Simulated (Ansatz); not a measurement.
# TePb (Fm-3m) in Ansatz: notebook

One crystal, TePb, is run at these levels: LDA, RPBE+D4, rPW86-PBE+rVV10, exchange-only PBE; tasks: relaxation of cell and atoms.

Everything below comes from runs of Ansatz 0.2.0. Logs are shortened: lines on timing, memory, paths and dates and some standing lists are left out, and cuts for length are marked.

### Step 1. The structure

Symmetry: Fm-3m, No. 225, cubic system. The conventional cell has a = 6.462 Å, b = 6.462 Å, c = 6.462 Å, α = 90.00°, β = 90.00°, γ = 90.00°. Pb (site symmetry m-3m) has 6 Te at 3.23 Å as nearest neighbours. Around Te (site symmetry m-3m) lie 6 Pb at 3.23 Å.

### Step 2. Relaxation of cell and atoms, LDA

input.yaml reads:

```yaml
crystal:
  lattice:
    - [0.0, 3.231, 3.231]
    - [3.231, 0.0, 3.231]
    - [3.231, 3.231, 0.0]
  atoms:
    - { symbol: Pb, position: [0.0, 0.0, 0.0] }
    - { symbol: Te, position: [0.5, 0.5, 0.5] }
hamiltonian:
  xc: lda
  pseudopotentials: { kind: paw }
kpoints:
  mp_grid: { grid: [7, 7, 7] }
scf:
  occupations: { method: fermi_dirac, width: 0.05 }
output:
  forces: true
  stress: true
relax:
  f_tol: 0.01
  max_steps: 40
  cell: { stress_tol: 0.05 }
```

Potentials or basis: Ansatz PAW.

Run with:

```
> ansatz run input.yaml --threads 2 --pin off --max-ram 5120MiB --backend cpu --events-out ev --progress --plain --runs-dir out
```

What it wrote:

```text
Warning: RAYON_NUM_THREADS=2 ignored (pool sized by the plan → 2); use --threads N
Engine: ansatz 0.2.0, aarch64-unknown-linux-gnu
Pseudopotentials: kind: paw
Pseudopotential: Pb, paw, valence charge 14, recommended cutoff 420 eV (normal), Pb.paw.azcp
Pseudopotential: Te, paw, valence charge 16, recommended cutoff 420 eV (normal), Te.paw.azcp
Functional definition: SPW92
  exchange = slater_x
  correlation = pw_c
Crystal: 2 atoms, lattice volume = 67.459 Å³
Basis set: ecut = 420 eV, 1363 PW (Γ)
Bands: 19, of which v1, the nominal top of the filled ones, is band 15 counted from 1 (14 counted from 0)
Symmetry: 48 space group operations
Space group: Fm-3m (ITA 225), of the structure as read, at distance tolerance 4.1e-5 Å
k-points: 20 of 343
Non-local potential: Pb, projectors of the file, l = 0: 2, l = 1: 2, l = 2: 2, l = 3: 2
Non-local potential: Te, projectors of the file, l = 0: 2, l = 1: 2, l = 2: 2, l = 3: 2
PAW form: soft (Blöchl's): semilocal exchange-correlation on the pseudo side does not see the compensation charge
PAW frozen core: Pb, regenerated for the run's functional, and the local potential with it (the file was generated under x = pbe(κ = 0.804, μ = 0.2195149727645171), c = pbe(β = 0.06672455060314922))
PAW frozen core: Te, regenerated for the run's functional, and the local potential with it (the file was generated under x = pbe(κ = 0.804, μ = 0.2195149727645171), c = pbe(β = 0.06672455060314922))
PAW one-centre angular grid: Pb, 590 points (default); XC on 64 Gauss nodes
PAW one-centre angular grid: Te, 590 points (default); XC on 64 Gauss nodes
Initial density: superposition of atomic densities (neutral atoms: chi_scale 0, normalization atom), corrected by the library's trained network
Initial wavefunctions: pseudopotential atomic-orbital guess
Functional: x = slater, c = lda
SCF iter   1: F=—  HF=-18430.261761 eV  |F-HF|=—  |Δ(HF+E_count)|=         —  Δρ=4.30e-3  dr2=7.54e-3  ethr=1.77e-3  ⟨swp⟩=6.2  Hψ=1929  notcnv=0
preconditioner: auto → none  [insulator: Δε(μ)=0.933 eV  Ē_g=14.618 eV  σ=0.050 eV  W_gap=1.00  n_scr=14 (ndim 8)  ℏωp=20.2 eV  f_vac=0.014  D(μ)=0.00/eV (n_scr^D=0)  ε∞_Penn≈2.9]
SCF iter   2: F=—  HF=-18430.257042 eV  |F-HF|=—  |Δ(HF+E_count)|=   4.72e-3  Δρ=1.83e-3  dr2=1.15e-3  ethr=2.51e-5  ⟨swp⟩=2.2  Hψ=793  notcnv=0
SCF iter   3: F=—  HF=-18430.256892 eV  |F-HF|=—  |Δ(HF+E_count)|=   1.49e-4  Δρ=5.11e-4  dr2=3.53e-4  ethr=3.85e-6  ⟨swp⟩=2.0  Hψ=577  notcnv=0
SCF iter   4: F=—  HF=-18430.256786 eV  |F-HF|=—  |Δ(HF+E_count)|=   1.06e-4  Δρ=1.59e-4  dr2=1.10e-5  ethr=1.18e-6  ⟨swp⟩=2.4  Hψ=515  notcnv=0
SCF iter   5: F=—  HF=-18430.256783 eV  |F-HF|=—  |Δ(HF+E_count)|=   3.27e-6  Δρ=3.46e-5  dr2=8.98e-7  ethr=3.67e-8  ⟨swp⟩=2.1  Hψ=680  notcnv=0
SCF iter   6: F=-18430.256782 eV  HF=-18430.256782 eV  |F-HF|=2.57e-9  |Δ(HF+E_count)|=   5.14e-7  Δρ=5.95e-6  dr2=1.78e-8  ethr=3.33e-10  ⟨swp⟩=5.3  Hψ=1537  notcnv=0
SCF 1 converged in 6 iterations: F = -18430.256782 eV  dr2 = 1.78e-8
relax step   1: F+E_penalty+E_count = -18430.25678235 eV  Δ(F+E_penalty+E_count) = +0.000e0 eV  max|allowed force component| = 1.387e-29 eV/Å  Δτ_max = 0.0000 Å  P = -1.734 GPa  Ω = 67.459 Å³  (6 SCF iters, dr2 threshold 1.00e-7 eV, accepted)
Crystal: 2 atoms, lattice volume = 64.023 Å³
Basis set: ecut = 420 eV, 1243 PW (Γ)
Initial density: handed on by an earlier stage of this run
Initial wavefunctions: those handed on with the density
iter 1 solved again at ethr=2.40e-6 eV; its pass at ethr=3.10e-3 eV (dr2=7.19e-4 eV) is discarded
SCF iter   1: F=—  HF=-18430.270094 eV  |F-HF|=—  |Δ(HF+E_count)|=         —  Δρ=9.74e-4  dr2=6.76e-4  ethr=2.40e-6  ⟨swp⟩=2.6  Hψ=2683  notcnv=0
preconditioner: auto → none  [insulator: Δε(μ)=0.875 eV  Ē_g=14.808 eV  σ=0.050 eV  W_gap=1.00  n_scr=14 (ndim 8)  ℏωp=20.8 eV  f_vac=0.005  D(μ)=0.00/eV (n_scr^D=0)  ε∞_Penn≈3.0]
SCF iter   2: F=—  HF=-18430.269978 eV  |F-HF|=—  |Δ(HF+E_count)|=   1.16e-4  Δρ=4.37e-4  dr2=1.40e-4  ethr=2.25e-6  ⟨swp⟩=1.0  Hψ=380  notcnv=0
SCF iter   3: F=—  HF=-18430.269961 eV  |F-HF|=—  |Δ(HF+E_count)|=   1.63e-5  Δρ=3.61e-5  dr2=5.22e-7  ethr=4.67e-7  ⟨swp⟩=2.0  Hψ=434  notcnv=0
iter 4 did not close the SCF: its close was put off for the readings that it lacked (scf_convergence_deferred on its scf_iter line)
SCF iter   4: F=-18430.269961 eV  HF=-18430.269961 eV  |F-HF|=2.01e-8  |Δ(HF+E_count)|=   2.60e-7  Δρ=1.79e-5  dr2=9.32e-8  ethr=1.74e-9  ⟨swp⟩=2.2  Hψ=602  notcnv=0
iter 5 did not close the SCF: its close was put off for the readings that it lacked (scf_convergence_deferred on its scf_iter line)
SCF iter   5: F=-18430.269961 eV  HF=-18430.269961 eV  |F-HF|=1.52e-9  |Δ(HF+E_count)|=   4.52e-9  Δρ=3.45e-6  dr2=4.09e-9  ethr=3.11e-10  ⟨swp⟩=2.0  Hψ=523  notcnv=0
SCF iter   6: F=-18430.269961 eV  HF=-18430.269961 eV  |F-HF|=3.64e-12  |Δ(HF+E_count)|=  5.28e-10  Δρ=3.66e-7  dr2=4.12e-11  ethr=1.36e-11  ⟨swp⟩=1.9  Hψ=1237  notcnv=0
SCF 2 converged in 6 iterations: F = -18430.269961 eV  dr2 = 4.12e-11
relax step   2: F+E_penalty+E_count = -18430.26996144 eV  Δ(F+E_penalty+E_count) = -1.318e-2 eV  max|allowed force component| = 1.210e-29 eV/Å  Δτ_max = 0.0000 Å  P = +0.677 GPa  Ω = 64.023 Å³  energy of the carried Pulay correction = +5.854e-4 eV  (6 SCF iters, dr2 threshold 2.00e-7 eV, accepted)
Crystal: 2 atoms, lattice volume = 64.952 Å³
iter 1 solved again at ethr=3.01e-7 eV; its pass at ethr=3.10e-3 eV (dr2=9.02e-5 eV) is discarded
SCF iter   1: F=—  HF=-18430.271610 eV  |F-HF|=—  |Δ(HF+E_count)|=         —  Δρ=2.75e-4  dr2=5.52e-5  ethr=3.01e-7  ⟨swp⟩=3.0  Hψ=2510  notcnv=0
preconditioner: auto → none  [insulator: Δε(μ)=0.894 eV  Ē_g=14.758 eV  σ=0.050 eV  W_gap=1.00  n_scr=14 (ndim 8)  ℏωp=20.6 eV  f_vac=0.009  D(μ)=0.00/eV (n_scr^D=0)  ε∞_Penn≈2.9]
SCF iter   2: F=—  HF=-18430.271602 eV  |F-HF|=—  |Δ(HF+E_count)|=   8.55e-6  Δρ=1.26e-4  dr2=1.18e-5  ethr=1.84e-7  ⟨swp⟩=1.0  Hψ=380  notcnv=0
iter 3 did not close the SCF: its close was put off for the readings that it lacked (scf_convergence_deferred on its scf_iter line)
SCF iter   3: F=-18430.271601 eV  HF=-18430.271601 eV  |F-HF|=9.13e-9  |Δ(HF+E_count)|=   1.03e-6  Δρ=1.11e-5  dr2=4.08e-8  ethr=3.93e-8  ⟨swp⟩=2.0  Hψ=466  notcnv=0
iter 4 did not close the SCF: its close was put off for the readings that it lacked (scf_convergence_deferred on its scf_iter line)
SCF iter   4: F=-18430.271601 eV  HF=-18430.271601 eV  |F-HF|=7.34e-9  |Δ(HF+E_count)|=   4.19e-8  Δρ=6.35e-6  dr2=1.44e-8  ethr=1.36e-10  ⟨swp⟩=2.2  Hψ=680  notcnv=0
iter 5 did not close the SCF: its close was put off for the readings that it lacked (scf_convergence_deferred on its scf_iter line)
SCF iter   5: F=-18430.271601 eV  HF=-18430.271601 eV  |F-HF|=2.80e-10  |Δ(HF+E_count)|=   3.31e-9  Δρ=9.79e-7  dr2=3.85e-10  ethr=4.79e-11  ⟨swp⟩=2.0  Hψ=550  notcnv=0
SCF iter   6: F=-18430.271601 eV  HF=-18430.271601 eV  |F-HF|=7.28e-12  |Δ(HF+E_count)|=  1.56e-10  Δρ=4.65e-8  dr2=7.98e-13  ethr=1.28e-12  ⟨swp⟩=1.4  Hψ=1043  notcnv=0
SCF 3 converged in 6 iterations: F = -18430.271601 eV  dr2 = 7.98e-13
relax step   3: F+E_penalty+E_count = -18430.27160081 eV  Δ(F+E_penalty+E_count) = -1.639e-3 eV  max|allowed force component| = 5.548e-29 eV/Å  Δτ_max = 0.0000 Å  P = -0.046 GPa  Ω = 64.952 Å³  energy of the carried Pulay correction = +4.220e-4 eV  (6 SCF iters, dr2 threshold 2.00e-7 eV, accepted)
Initial wavefunctions: pseudopotential atomic-orbital guess (no wavefunctions were taken with the density)
iter 1 solved again at ethr=2.59e-7 eV; its pass at ethr=3.10e-3 eV (dr2=7.76e-5 eV) is discarded
SCF iter   1: F=—  HF=-18430.271181 eV  |F-HF|=—  |Δ(HF+E_count)|=         —  Δρ=4.73e-5  dr2=2.51e-7  ethr=2.59e-7  ⟨swp⟩=3.6  Hψ=3032  notcnv=0
SCF iter   2: F=—  HF=-18430.271178 eV  |F-HF|=—  |Δ(HF+E_count)|=   3.06e-6  Δρ=2.18e-5  dr2=4.97e-8  ethr=8.37e-10  ⟨swp⟩=2.3  Hψ=687  notcnv=0
SCF iter   3: F=—  HF=-18430.271178 eV  |F-HF|=—  |Δ(HF+E_count)|=   3.07e-9  Δρ=3.48e-6  dr2=1.52e-9  ethr=1.66e-10  ⟨swp⟩=2.2  Hψ=684  notcnv=0
SCF iter   4: F=—  HF=-18430.271178 eV  |F-HF|=—  |Δ(HF+E_count)|=  9.82e-11  Δρ=5.07e-7  dr2=7.26e-11  ethr=5.07e-12  ⟨swp⟩=2.0  Hψ=520  notcnv=0
iter 5 did not close the SCF: its close was put off for the readings that it lacked (scf_convergence_deferred on its scf_iter line)
SCF iter   5: F=-18430.271178 eV  HF=-18430.271178 eV  |F-HF|=1.09e-11  |Δ(HF+E_count)|=  1.09e-11  Δρ=6.91e-8  dr2=1.56e-12  ethr=1.00e-12  ⟨swp⟩=1.1  Hψ=381  notcnv=0
SCF iter   6: F=-18430.271178 eV  HF=-18430.271178 eV  |F-HF|=3.64e-12  |Δ(HF+E_count)|=  7.28e-12  Δρ=1.06e-8  dr2=3.22e-14  ethr=1.00e-12  ⟨swp⟩=4.8  Hψ=1663  notcnv=0
SCF 4 converged in 6 iterations: F = -18430.271178 eV  dr2 = 3.22e-14
relax step   4: F+E_penalty+E_count = -18430.27117824 eV  Δ(F+E_penalty+E_count) = +4.226e-4 eV  max|allowed force component| = 6.101e-29 eV/Å  Δτ_max = 0.0000 Å  P = -0.049 GPa  Ω = 64.952 Å³  stress off target by 4.90e-2 GPa  SCF on the basis re-selected at this cell (its energy is not comparable with the rows above)  (6 SCF iters)
basis re-selected at this cell: Δ(F+E_penalty+E_count) = +4.226e-4 eV, ΔP = -0.003 GPa vs the last step (what re-selecting the basis moved, of the pressure what is left beyond the Pulay correction that the steps carried, after the strain that the cell walked since its last selection, with what the two solves' SCF thresholds leave and, on support functions, any second-order correction that the steps lacked; it is no measure of the basis error at this ecutwfc). This SCF's stress stands 4.90e-2 GPa from its target on what of the cell is left free (relax.cell.stress_tol is 5.00e-2 GPa) and its largest allowed force component is 6.10e-29 eV/Å (relax.f_tol is 1.00e-2 eV/Å): within both
SCF converged after 6 iterations
Free energy (F): -18430.271178 eV
Harris-Foulkes:  -18430.271178 eV  (|F-HF|=3.64e-12)
Internal energy: -18430.271171 eV  (E = F + TS)
E sigma→0 (E₀):  -18430.271175 eV
Entropy (-TS):   -0.000007 eV (-0.003 meV/atom)
Fermi energy:    9.290206 eV
--- Per-component energies (eV) ---
  E_band       = -310.446563
  E_kinetic    = 471.021904
  E_local      = -2339.415247  (includes V_loc(G=0)·N_el)
  E_nonlocal   = 49.435827
  E_hartree    = 1232.518951
  E_xc         = -343.902865
  E_vxc        = -239.465700  (∫ρ·V_xc dr)
  E_paw        = -14611.368190  (= ΣΔE_a)
  E_vpaw       = -717.061078  (= ΣTr[D̂ρ^β])
  E_aug_tail   = -0.000170  (compensation charges beyond the density's cutoff)
  E_ewald      = -2889.162329
  E_core_change = 0.600948  (= ΣΔE_core)
  E_smearing   = -0.000007  (= −TS)
  E_closure    = 0.000000  (closes the sum)
  Σ components = -18430.271178   (vs F -18430.271178, Δ=0.00e0)
--- Forces (eV/Å), atoms counted from 1 ---
  atom   1  Pb    -0.00000000     0.00000000     0.00000000
  atom   2  Te     0.00000000    -0.00000000     0.00000000
  max |Σ_I F_I| component: 9.68e-29 eV/Å
--- Stress (GPa, compression-positive) ---
       -0.048986      -0.000000      -0.000000
       -0.000000      -0.048986       0.000000
       -0.000000       0.000000      -0.048986
  P = ⅓ Tr σ = -0.0490 GPa (-0.490 kbar)
--- Relaxed structure (3 steps of the walk, 3 accepted, 1 SCFs on fresh bases) ---
  F+E_penalty+E_count = -18430.27117824 eV   max|allowed force component| = 6.101e-29 eV/Å   (the final SCF, on the basis selected at the relaxed cell)
  cell:  # Å, volume = 64.9521 Å³
    - [3.8215290246716924e-35, 3.1904686449940343, 3.1904686449940343]
    - [3.1904686449940343, -3.8215290246716924e-35, 3.1904686449940343]
    - [3.1904686449940343, 3.1904686449940343, -3.8215290246716928e-34]
  atoms:
    - { symbol: Pb, position: [1.6143795314322244e-35, -1.3039219292344692e-35, -1.8006540927519182e-35] }
    - { symbol: Te, position: [0.49999999999999994, 0.49999999999999994, 0.49999999999999994] }
```

Run time: 3 s. Hardware: 2 threads of Arm Neoverse V1, shared host; peak memory 0.33 GiB.

Results:

| Quantity | Value |
| --- | --- |
| Free energy | -18430.2712 eV |
| Relaxed volume | 32.48 Å³/atom |
| Relaxed cell | a = 4.512 Å, b = 4.512 Å, c = 4.512 Å, α = 60.00°, β = 60.00°, γ = 60.00° |
| Space group after relaxing (to 0.05 Å) | Fm-3m (No. 225) |
| Energy gained by relaxing | 7.2 meV/atom |
| Ionic steps | 4 |
| Pressure after relaxing | 0.0 GPa |

The path:
| step | energy change (eV) | largest force (eV/Å) | volume (Å³) |
| --- | --- | --- | --- |
| 1 | 0.0000 | 0.0000 | 67.46 |
| 2 | -0.0132 | 0.0000 | 64.02 |
| 3 | -0.0148 | 0.0000 | 64.95 |
| 4 | -0.0144 | 0.0000 | 64.95 |

Final structure:
```cif
data_structure
_symmetry_space_group_name_H-M 'P 1'
_symmetry_Int_Tables_number 1
_cell_length_a 4.5120
_cell_length_b 4.5120
_cell_length_c 4.5120
_cell_angle_alpha 60.000
_cell_angle_beta 60.000
_cell_angle_gamma 60.000
_cell_volume 64.95
loop_
_atom_site_label
_atom_site_type_symbol
_atom_site_fract_x
_atom_site_fract_y
_atom_site_fract_z
_atom_site_occupancy
Pb1 Pb 0.00000 0.00000 0.00000 1
Te1 Te 0.50000 0.50000 0.50000 1
```

Caveat: this odd mesh misses L, where the gap lies, so gap, dielectric constants and Born charges aren't listed; the plane-wave basis is chosen anew once the cell has moved, so the energies of steps on either side of that aren't comparable; the PAW data sets come from PBE, with cores solved anew for the run's functional, which leaves a small shift of forces and pressure. LDA usually gives volumes a few per cent too small.

### Step 3. Relaxation of cell and atoms, RPBE+D4

Edit input.yaml of step 2 so:

```diff
@@ -9,4 +9,5 @@
 hamiltonian:
-  xc: lda
+  xc: rpbe
   pseudopotentials: { kind: paw }
+  dispersion: d4
 kpoints:
```

Potentials or basis: Ansatz PAW.

Run with:

```
> ansatz run input.yaml --threads 2 --pin off --max-ram 5120MiB --backend cpu --events-out ev --progress --plain --runs-dir out
```

It took 1.9 s on 2 threads of Arm Neoverse V1, shared host; peak memory 0.34 GiB.

Results (log left out):

| Item | Value |
| --- | --- |
| Free energy | -18912.8225 eV |
| Energy gained by relaxing | 0.0 meV/atom |
| Ionic steps | 2 |
| Pressure after relaxing | 0.0 GPa |

Final structure:
```
Pb Te
1.0
     0.00000    3.23100    3.23100
     3.23100    0.00000    3.23100
     3.23100    3.23100    0.00000
Pb Te
1 1
Cartesian
  0.0000 0.0000 0.0000
  3.2310 3.2310 3.2310
```

Caveat: this odd mesh misses L, where the gap lies, so gap, dielectric constants and Born charges aren't listed; the plane-wave basis is chosen anew once the cell has moved, so the energies of steps on either side of that aren't comparable; the PAW data sets come from PBE, with cores solved anew for the run's functional, which leaves a small shift of forces and pressure. Spin-orbit coupling is left out, which matters for the levels of Pb, Te.

(Continued in part 2 of 2.)
